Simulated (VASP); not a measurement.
Write the native input for VASP 6.6.1 that does the following.

| Item | Value |
| --- | --- |
| Task | relaxation of cell and atoms |
| Functional | PBE |
| Dispersion | D3(BJ) |
| Potentials or basis | VASP PAW PBE potentials, release 64 (Li_sv, O) |
| Cutoff | 600 eV |
| k mesh | 10 × 10 × 10 |
| Occupations | gaussian, width 0.02 eV |
| Spin | no spin polarisation |
| Dipole correction | no |
| Further INCAR settings | ALGO = Normal; EDIFF = 1e-07; IBRION = 2; EDIFFG = -0.01; NSW = 100; ISIF = 3 |

The structure of Li2O lies in POSCAR:

```
Li2O
1.0
    0.0000000000      2.2651857310      2.2651857310
    2.2651857310      0.0000000000      2.2651857310
    2.2651857310      2.2651857310      0.0000000000
Li O
2 1
Direct
    0.7500000000      0.7500000000      0.7500000000
    0.2500000000      0.2500000000      0.2500000000
    0.0000000000      0.0000000000      0.0000000000
```

The cell comes from a database or a generator and needn't be the stable form of this composition.

The input as run:

INCAR

```
PREC = Accurate
ENCUT = 600
EDIFF = 1E-7
ISMEAR = 0
SIGMA = 0.02
LREAL = F
LASPH = T
NELM = 80
ALGO = Normal
ISIF = 3
LWAVE = F
LCHARG = F
GGA = PE
IVDW = 12
IBRION = 2
NSW = 100
EDIFFG = -0.01
```

KPOINTS

```
Automatic mesh
0
Gamma
  10 10 10
```

Potentials or basis: VASP PAW PBE potentials, release 64 (Li_sv, O).

The run is started by

```sh
$ cat potpaw_PBE.64/Li_sv/POTCAR potpaw_PBE.64/O/POTCAR > POTCAR
$ mpirun -np 1 vasp_std > vasp.out
```

Results of the run:

```json
{"Relaxed volume": "7.72 Å³/atom", "Relaxed cell": "a = 3.199 Å, b = 3.199 Å, c = 3.199 Å, α = 60.00°, β = 60.00°, γ = 60.00°", "Space group after relaxing (to 0.05 Å)": "Fm-3m (No. 225)", "Energy gained by relaxing": "0.1 meV/atom", "Ionic steps": "2", "Pressure after relaxing": "-0.2 GPa", "Band gap on the k mesh": "5.09 eV, indirect (least direct gap 5.75 eV)", "Dispersion energy per atom": "-0.282 eV"}
```

Caveat: the cutoff is under 1.25 times the usual one of these potentials, so pressure, stress and relaxed cells hold a basis-set (Pulay) error.

It took 21 s on 1 thread of Intel(R) Xeon(R) Platinum 8259CL CPU @ 2.50GHz (Skylake/Cascade Lake), on a shared host, peak memory 0.17 GiB.
